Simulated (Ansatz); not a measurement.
# Fe (Fmmm) in Ansatz: notebook

Aim: see how the results for Fe move with the level of theory and the settings. Levels: PBE, LDA, PBEsol. Tasks: band structure.

All numbers are computed with Ansatz 0.2.0; they aren't measurements. Logs are shortened: lines on timing, memory, paths and dates and some standing lists are left out, and cuts for length are marked.

### 1 The structure

Symmetry: Fmmm, No. 69, orthorhombic system. Conventional cell: a = 2.997 Å, b = 3.883 Å, c = 3.930 Å, α = 90.00°, β = 90.00°, γ = 90.00°. Around Fe (site symmetry mmm) lie 12 Fe at 2.45 to 2.76 Å.

### 2 Band structure, PBE, collinear spin, ferromagnetic start

input.yaml

```yaml
crystal:
  lattice:
    - [0.0, 1.9417396906, 1.9651051623]
    - [1.4984397099, 0.0, 1.9651051623]
    - [1.4984397099, 1.9417396906, 0.0]
  atoms:
    - { symbol: Fe, position: [0.0, 0.0, 0.0], spin: 3.0 }
kpoints:
  mp_grid: { grid: [13, 13, 13] }
  band_path:
    path:
      - [0.0, 0.0, 0.0]
      - [0.5, 0.0, 0.5]
      - [0.5, 0.246480624, 0.746480624]
      - [0.0742892414, 0.5, 0.5742892414]
      - [0.0, 0.5, 0.5]
      - [0.0, 0.0, 0.0]
      - [0.5, 0.5, 0.0]
      - [0.9257107586, 0.5, 0.4257107586]
    npoints: 10
scf:
  occupations: { method: fermi_dirac, width: 0.05 }
hamiltonian:
  xc: pbe
  pseudopotentials: { kind: all_electron, lapw: { basis_error: 0.001 } }
magnetization:
  spin_polarized: true
output:
  forces: true
  stress: true
  eigenvalues: true
```

Potentials or basis: all-electron LAPW, scalar-relativistic.

The run is started by

```console
$ ansatz run input.yaml --threads 2 --pin off --max-ram 6144MiB --backend cpu --events-out ev --progress --plain --runs-dir out
```

The program printed:

```text
Warning: RAYON_NUM_THREADS=2 ignored (pool sized by the plan → 2); use --threads N
LAPW: plane waves up to 9.110 Å⁻¹, error target 1.0e-3 eV per atom; small_component_spin mean_spin; Fe in spheres of 1.226 Å, 16 of its electrons in bands, Dirac shells [] (how accurate: hamiltonian.pseudopotentials.lapw.basis_error, Limitations)
Engine: ansatz 0.2.0, aarch64-unknown-linux-gnu
Pseudopotentials: kind: all_electron
Pseudopotential: Fe, LAPW, valence charge 16, lapw/all_electron/scalar/gaussian/Fe, Koelling and Harmon's equation, gaussian nucleus
Functional definition: PBE
  parameter kappa = 0.804
  parameter beta = 0.06672455060314922
  exchange = pbe_x(kappa = kappa, mu = beta*pi^2/3)
  correlation = pbe_c(beta = beta)
Crystal: 1 atoms, lattice volume = 11.435 Å³
Basis set: ecut = 316.1989549995325 eV, 149 PW (Γ), FFT grids on a1−a2, a2, a3, exchange–correlation at level 2
Bands: 14, of which v1, the nominal top of the filled ones, is band 8 counted from 1 (7 counted from 0)
Symmetry: 8 space group operations
Space group: Fmmm (ITA 69), of the structure as read, at distance tolerance 2.3e-5 Å
Magnetic group: BNS 69.521 (UNI 619), of the structure as read, at distance tolerance 2.3e-5 Å
k-points: 343 of 2197
Non-local potential: Fe, projectors of the file, none
Initial density: superposition of atomic densities (chi_scale 0.1, normalization cell)
Starting moments: Σ|m| = 3 μB on 1 of 1 site
Initial wavefunctions: plane waves of lowest kinetic energy (no species holds an atomic orbital)
Functional: x = pbe(κ = 0.804, μ = 0.2195149727645171), c = pbe(β = 0.06672455060314922)
iter 1 solved again at ethr=4.01e-5 eV; its pass at ethr=1.00e-1 eV (dr2=6.42e-3 eV) is discarded
SCF iter   1: F=—  HF=-34633.987456 eV  |F-HF|=—  |Δ(HF+E_count)|=         —  Δρ=3.22e-2 (↑3.22e-2 ↓3.04e-2)  dr2=6.54e-3  dr2_m=9.91e-2  M=2.320 μB ∫|m|=2.352 μB  β_m=0.30  ethr=4.01e-5  ⟨swp⟩=3.3  Hψ=72801  notcnv=0
Mixer restart at iter 1: flushing history
preconditioner: auto → none  [metal: Δε(μ)=0.002 eV  Ē_g=15.010 eV  σ=0.050 eV  W_gap=0.01  n_scr=0 (ndim 8)  ℏωp=31.1 eV  f_vac=0.000  D(μ)=1.08/eV (n_scr^D=12)]
SCF iter   2: F=—  HF=-34634.023700 eV  |F-HF|=—  |Δ(HF+E_count)|=   3.62e-2  Δρ=2.21e-2 (↑2.21e-2 ↓2.17e-2)  dr2=1.65e-3  dr2_m=4.93e-2  M=2.313 μB ∫|m|=2.361 μB  β_m=0.54  ethr=4.01e-5  ⟨swp⟩=2.2  Hψ=27215  notcnv=0
SCF iter   3: F=—  HF=-34634.092081 eV  |F-HF|=—  |Δ(HF+E_count)|=   6.84e-2  Δρ=1.10e-2 (↑1.10e-2 ↓9.54e-3)  dr2=2.07e-3  dr2_m=1.01e-2  M=2.184 μB ∫|m|=2.274 μB  β_m=0.49  ethr=1.03e-5  ⟨swp⟩=3.0  Hψ=30893  notcnv=0
iter 4 solved again at ethr=6.56e-8 eV; its pass at ethr=1.03e-5 eV (dr2=1.05e-5 eV) is discarded
SCF iter   4: F=—  HF=-34634.087272 eV  |F-HF|=—  |Δ(HF+E_count)|=   4.81e-3  Δρ=3.61e-4 (↑3.46e-4 ↓3.61e-4)  dr2=1.05e-5  dr2_m=8.88e-6  M=2.173 μB ∫|m|=2.289 μB  β_m=0.75  ethr=6.56e-8  ⟨swp⟩=2.5  Hψ=47501  notcnv=0
SCF iter   5: F=—  HF=-34634.088912 eV  |F-HF|=—  |Δ(HF+E_count)|=         —  Δρ=1.79e-4 (↑1.20e-4 ↓1.79e-4)  dr2=1.37e-6  dr2_m=1.85e-6  M=2.170 μB ∫|m|=2.287 μB  β_m=0.87  ethr=6.56e-8  ⟨swp⟩=3.0  Hψ=25469  notcnv=0
the basis was enlarged: its passes take 1.1 MiB over the memory plan, 2 of 2 planned eigensolver slots
SCF iter   6: F=—  HF=-34634.089082 eV  |F-HF|=—  |Δ(HF+E_count)|=   1.70e-4  Δρ=2.61e-4 (↑2.61e-4 ↓2.53e-4)  dr2=1.45e-7  dr2_m=6.83e-6  M=2.161 μB ∫|m|=2.278 μB  β_m=0.77  ethr=8.57e-9  ⟨swp⟩=3.0  Hψ=27701  notcnv=0
SCF iter   7: F=—  HF=-34634.089076 eV  |F-HF|=—  |Δ(HF+E_count)|=   6.59e-6  Δρ=8.29e-5 (↑8.29e-5 ↓8.08e-5)  dr2=5.98e-9  dr2_m=6.99e-7  M=2.161 μB ∫|m|=2.278 μB  β_m=0.89  ethr=9.03e-10  ⟨swp⟩=3.0  Hψ=25647  notcnv=0
SCF iter   8: F=—  HF=-34634.089086 eV  |F-HF|=—  |Δ(HF+E_count)|=   1.02e-5  Δρ=1.86e-5 (↑1.76e-5 ↓1.86e-5)  dr2=2.01e-9  dr2_m=3.37e-8  M=2.163 μB ∫|m|=2.279 μB  β_m=0.85  ethr=3.74e-11  ⟨swp⟩=4.0  Hψ=32193  notcnv=0
SCF iter   9: F=—  HF=-34634.089087 eV  |F-HF|=—  |Δ(HF+E_count)|=   7.83e-7  Δρ=1.60e-6 (↑1.16e-6 ↓1.60e-6)  dr2=6.46e-11  dr2_m=1.80e-10  M=2.162 μB ∫|m|=2.279 μB  β_m=0.92  ethr=1.25e-11  ⟨swp⟩=3.0  Hψ=28071  notcnv=0
SCF iter  10: F=-34634.089087 eV  HF=-34634.089087 eV  |F-HF|=1.35e-9  |Δ(HF+E_count)|=   4.04e-8  Δρ=4.10e-7 (↑4.10e-7 ↓3.93e-7)  dr2=1.37e-11  dr2_m=1.19e-11  M=2.162 μB ∫|m|=2.279 μB  ethr=1.00e-12  ⟨swp⟩=3.0  Hψ=27130  notcnv=0
SCF 1 converged in 10 iterations: F = -34634.089087 eV  dr2 = 1.37e-11
NSCF: frozen V_eff on 71 k-points
SCF converged after 10 iterations
Magnetization: 2.1621 μB (9.0811 up, 6.9189 down)
Absolute magnetization: 2.2788 μB (∫|ρ↑−ρ↓|)
Spin contamination: 0.0370 ħ² per cell (⟨S²⟩ above its minimum at these occupations)
Per-site moments (μB) at R_I (Å): [(2.2172394516808556, 1.2263435908194225)]
Free energy (F): -34634.089087 eV
Harris-Foulkes:  -34634.089087 eV  (|F-HF|=1.35e-9)
Internal energy: -34634.079760 eV  (E = F + TS)
E sigma→0 (E₀):  -34634.084424 eV
Entropy (-TS):   -0.009326 eV (-9.326 meV/atom)
Fermi energy:    18.548326 eV
--- Per-component energies (eV) ---
  E_band       = -211.823933
  E_kinetic    = 35110.747065
  E_xc         = -1522.604314
  E_electrostatic = -68222.222511  (all electrons and nuclei)
  E_smearing   = -0.009326  (= −TS)
  E_closure    = 0.000000  (closes the sum)
  E_atoms      = -34625.004615  (free atoms, spherical and without spin; not in F)
  Σ components = -34634.089087   (vs F -34634.089087, Δ=0.00e0)
  Basis errors (estimates in eV, not in F): energy 2.6e-4 per atom: plane waves 2.3e-4 (1.2e-4 summed), levels above the bands 6.5e-185, relativity 4.9e-9, radial functions 3.3e-5, core shells 6.4e-9; eigenvalues (radial functions only) 1.9e-5; not estimated: angular momenta, meshes, grids; target (lapw.basis_error) 1.0e-3; muffin-tin radii Fe 1.226 Å
--- Forces (eV/Å), atoms counted from 1 ---
  atom   1  Fe    -0.00000000     0.00000000    -0.00000000
  max |Σ_I F_I| component: 7.40e-31 eV/Å
--- Stress (GPa, compression-positive) ---
       -6.724599      -0.000000       0.000000
       -0.000000       2.100068       0.000000
        0.000000       0.000000       0.637637
  P = ⅓ Tr σ = -1.3290 GPa (-13.290 kbar)
--- Band table (eV; the first three rows and the last of 686) ---
  k-point 0 ↑: bands = ["-69.5484", "-35.3557", "-35.3490", "-35.3450", "10.0298", "16.1029", "16.1900", "16.5168", "17.1890", "17.5715", "41.7370", "43.2259", "43.4831", "47.8208"]
  k-point 1 ↑: bands = ["-69.5441", "-35.3742", "-35.3582", "-35.3480", "10.2677", "16.1152", "16.1984", "16.5581", "17.1523", "17.5438", "40.9019", "42.5082", "43.2400", "46.9653"]
  k-point 2 ↑: bands = ["-69.5322", "-35.4389", "-35.3777", "-35.3486", "10.9520", "16.0677", "16.1176", "16.8348", "17.0913", "17.4985", "38.0575", "41.4406", "42.9239", "46.1235"]
  k-point 342 ↓: bands = ["-66.8481", "-33.1932", "-32.9522", "-32.8119", "14.9934", "16.3931", "18.9100", "20.4319", "20.7463", "21.6449", "27.6051", "34.8453", "36.9518", "42.0370"]
```

Wall time 34 s (2 threads of Arm Neoverse V1, shared host); peak memory 0.61 GiB.

What came out:

* Free energy: -34634.0891 eV
* Pressure: -1.3 GPa
* Band gap along the path: none (metal or under the smearing width)
* Net moment: 2.16 μB per cell
* Absolute moment: 2.28 μB per cell
* Site moments: Fe +2.22 μB

Levels at the corners of the path, in eV from the Fermi level:
Spin up:
```
point  band 7  band 8  band 9  band 10  band 11  band 12
    Γ   -2.36   -2.03   -1.36    -0.98    23.19    24.68
    Y   -0.80   -0.77    0.49     0.98     7.96    16.77
    C   -3.11   -1.06   -0.72     8.33     8.39     8.89
    D   -0.20   -0.11    0.14     8.25     9.92    10.25
    X   -0.02    0.12    0.24     7.75    10.78    10.78
    Γ   -2.36   -2.03   -1.36    -0.98    23.19    24.68
    Z   -0.77   -0.71    0.41     0.76     7.69    16.99
   D1   -0.20   -0.11    0.14     8.25     9.92    10.25
```
Spin down:
| point | band 5 | band 6 | band 7 | band 8 | band 9 | band 10 |
| --- | --- | --- | --- | --- | --- | --- |
| Γ | -8.36 | -0.68 | -0.53 | -0.02 | 1.30 | 1.92 |
| Y | -3.65 | -2.13 | 1.10 | 1.87 | 2.02 | 2.58 |
| C | -2.05 | -1.86 | -1.79 | 1.84 | 2.08 | 9.17 |
| D | -3.02 | -2.86 | 1.86 | 2.01 | 2.26 | 8.59 |
| X | -3.14 | -2.96 | 2.24 | 2.24 | 2.30 | 7.99 |
| Γ | -8.36 | -0.68 | -0.53 | -0.02 | 1.30 | 1.92 |
| Z | -3.68 | -2.19 | 0.87 | 1.94 | 2.09 | 2.56 |
| D1 | -3.02 | -2.86 | 1.86 | 2.01 | 2.26 | 8.59 |

### 3 Band structure, LDA, collinear spin, ferromagnetic start

Changes to input.yaml since step 2:

```diff
@@ -23,3 +23,3 @@
 hamiltonian:
-  xc: pbe
+  xc: lda
   pseudopotentials: { kind: all_electron, lapw: { basis_error: 0.001 } }
```

Potentials or basis: all-electron LAPW, scalar-relativistic.

The run is started by

```console
$ ansatz run input.yaml --threads 2 --pin off --max-ram 6144MiB --backend cpu --events-out ev --progress --plain --runs-dir out
```

Run time: 29 s. Hardware: 2 threads of Arm Neoverse V1, shared host; peak memory 0.6 GiB.

The run converged. Its results:

* Free energy: -34573.5750 eV
* Pressure: -18.8 GPa
* Band gap along the path: none (metal or under the smearing width)
* Net moment: 2.14 μB per cell
* Absolute moment: 2.20 μB per cell
* Site moments: Fe +2.17 μB

Stress tensor (GPa, compression positive):
```
-24.35   0.00   0.00
  0.00 -15.29   0.00
  0.00   0.00 -16.79
```

Levels at the corners of the path, in eV from the Fermi level:
Spin up:
| point | band 6 | band 7 | band 8 | band 9 | band 10 | band 11 | band 12 | band 13 |
| --- | --- | --- | --- | --- | --- | --- | --- | --- |
| Γ | -2.49 | -2.39 | -2.02 | -1.24 | -0.82 | 23.07 | 24.57 | 24.82 |
| Y | -3.76 | -0.69 | -0.63 | 0.48 | 0.89 | 7.93 | 16.67 | 17.97 |
| C | -3.25 | -3.16 | -0.91 | -0.59 | 8.28 | 8.34 | 8.85 | 10.51 |
| D | -4.62 | -0.16 | -0.12 | 0.14 | 8.12 | 9.81 | 10.12 | 14.60 |
| X | -4.73 | 0.02 | 0.13 | 0.23 | 7.61 | 10.64 | 10.64 | 14.40 |
| Γ | -2.49 | -2.39 | -2.02 | -1.24 | -0.82 | 23.07 | 24.57 | 24.82 |
| Z | -3.79 | -0.65 | -0.58 | 0.42 | 0.67 | 7.66 | 16.89 | 18.21 |
| D1 | -4.62 | -0.16 | -0.12 | 0.14 | 8.12 | 9.81 | 10.12 | 14.60 |
Spin down:
| point | band 4 | band 5 | band 6 | band 7 | band 8 | band 9 | band 10 | band 11 |
| --- | --- | --- | --- | --- | --- | --- | --- | --- |
| Γ | -51.08 | -8.23 | -0.72 | -0.58 | -0.11 | 1.03 | 1.60 | 23.22 |
| Y | -51.10 | -3.70 | -2.16 | 1.27 | 1.62 | 1.75 | 2.56 | 9.28 |
| C | -51.30 | -2.05 | -1.85 | -1.77 | 1.51 | 1.80 | 9.29 | 9.36 |
| D | -51.37 | -3.18 | -3.01 | 1.84 | 1.93 | 2.22 | 8.67 | 10.44 |
| X | -51.36 | -3.31 | -3.10 | 2.16 | 2.20 | 2.28 | 8.08 | 11.11 |
| Γ | -51.08 | -8.23 | -0.72 | -0.58 | -0.11 | 1.03 | 1.60 | 23.22 |
| Z | -51.11 | -3.72 | -2.21 | 1.05 | 1.68 | 1.81 | 2.53 | 9.02 |
| D1 | -51.37 | -3.18 | -3.01 | 1.84 | 1.93 | 2.22 | 8.67 | 10.44 |

### 4 Band structure, PBEsol, collinear spin, ferromagnetic start

Changes to input.yaml since step 3:

```diff
@@ -23,3 +23,3 @@
 hamiltonian:
-  xc: lda
+  xc: pbesol
   pseudopotentials: { kind: all_electron, lapw: { basis_error: 0.001 } }
```

The run is started by

```console
$ ansatz run input.yaml --threads 2 --pin off --max-ram 6144MiB --backend cpu --events-out ev --progress --plain --runs-dir out
```

Wall time 32 s (2 threads of Arm Neoverse V1, shared host); peak memory 0.6 GiB.

Results (log left out):

* Free energy: -34602.4404 eV
* Pressure: -10.5 GPa
* Band gap along the path: none (metal or under the smearing width)
* Net moment: 2.17 μB per cell
* Absolute moment: 2.27 μB per cell
* Site moments: Fe +2.22 μB

Stress tensor (GPa, compression positive):
```
-15.78   0.00   0.00
  0.00  -7.22   0.00
  0.00   0.00  -8.61
```

Levels at the corners of the path, in eV from the Fermi level:
Spin up:
| point | band 7 | band 8 | band 9 | band 10 | band 11 | band 12 |
| --- | --- | --- | --- | --- | --- | --- |
| Γ | -2.38 | -2.04 | -1.32 | -0.92 | 23.10 | 24.59 |
| Y | -0.76 | -0.72 | 0.48 | 0.91 | 7.92 | 16.69 |
| C | -3.14 | -1.01 | -0.68 | 8.28 | 8.34 | 8.84 |
| D | -0.19 | -0.12 | 0.13 | 8.17 | 9.84 | 10.17 |
| X | -0.01 | 0.12 | 0.22 | 7.66 | 10.69 | 10.70 |
| Γ | -2.38 | -2.04 | -1.32 | -0.92 | 23.10 | 24.59 |
| Z | -0.73 | -0.67 | 0.40 | 0.68 | 7.66 | 16.92 |
| D1 | -0.19 | -0.12 | 0.13 | 8.17 | 9.84 | 10.17 |
Spin down:
| point | band 5 | band 6 | band 7 | band 8 | band 9 | band 10 |
| --- | --- | --- | --- | --- | --- | --- |
| Γ | -8.34 | -0.65 | -0.50 | -0.01 | 1.23 | 1.84 |
| Y | -3.66 | -2.11 | 1.13 | 1.82 | 1.96 | 2.63 |
| C | -2.03 | -1.84 | -1.76 | 1.75 | 2.01 | 9.21 |
| D | -3.07 | -2.90 | 1.90 | 2.03 | 2.30 | 8.60 |
| X | -3.19 | -3.00 | 2.26 | 2.28 | 2.35 | 8.00 |
| Γ | -8.34 | -0.65 | -0.50 | -0.01 | 1.23 | 1.84 |
| Z | -3.68 | -2.17 | 0.90 | 1.88 | 2.02 | 2.61 |
| D1 | -3.07 | -2.90 | 1.90 | 2.03 | 2.30 | 8.60 |

### 5 The runs side by side

```tsv
level	pressure (GPa)	moment (μB)
PBE	-1.3	2.16
LDA	-18.8	2.14
PBEsol	-10.5	2.17
```

Alike in all rows: task band structure; potentials or basis all-electron LAPW, scalar-relativistic; spin collinear, ferromagnetic start; cell as given; k mesh 13 × 13 × 13; cutoff (eV) 316; smearing fermi-dirac 0.05 eV; basis error allowed 0.001 eV/atom.

The pressure there spans -18.8 GPa (LDA) to -1.3 GPa (PBE); a positive pressure means that this level wants a larger cell, a negative one a smaller.

Compare energies only between runs with the same functional and basis.
